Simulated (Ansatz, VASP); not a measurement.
# Two plane-wave programs on PtSe2 (Sudovikovite)

```xyz
3
Lattice="3.7487 0.0000 0.0000 -1.8743 3.2464 0.0000 0.0000 0.0000 5.0955" Properties=species:S:1:pos:R:3 pbc="T T T"
Pt    0.0000    0.0000    0.0000
Se    1.8743    1.0821    3.8216
Se    0.0000    2.1643    1.2739
```

Alike in both runs: task single point; functional BLYP; dispersion D4; k mesh 8 × 8 × 5; occupations fermi-dirac, width 0.05 eV; no spin polarisation.

|  | VASP | Ansatz |
| --- | --- | --- |
| version | VASP 6.6.1 | Ansatz 0.2.0 |
| potentials or method | VASP PAW PBE potentials, release 64 (Pt, Se) | Ansatz PAW |
| plane-wave cutoff (eV) | 520 | 420 |
| valence electrons in the cell | 22 | 50 |

|  | VASP | Ansatz | Ansatz less VASP |
| --- | --- | --- | --- |
| gap on the k mesh at the Fermi level (eV) | none | none | - |
| pressure (GPa) | 5.0 | 4.4 | -0.63 |
| largest component of the traceless stress (GPa) | 1.37 | 1.20 | -0.166 |
| rms of the force components (eV/Å) | 0.435 | 0.403 | -0.0323 |
| dispersion energy (meV/atom) | -946.1 | -946.3 | -0.16 |

Atom by atom the forces differ by 0.032 eV/Å (rms over components). A gap of «none» marks a metal or a gap that the smearing closes. The two sets of potentials don't hold the same shells in valence.

Caveats: pairwise dispersion overbinds metals, which lowers pressure and volume; the PAW data sets were made with another functional, which shifts forces and pressure a little (VASP); the PAW data sets come from PBE, with cores solved anew for the run's functional, which leaves a small shift of forces and pressure (Ansatz). The runs have no spin-orbit coupling, so splittings on Pt are missing.
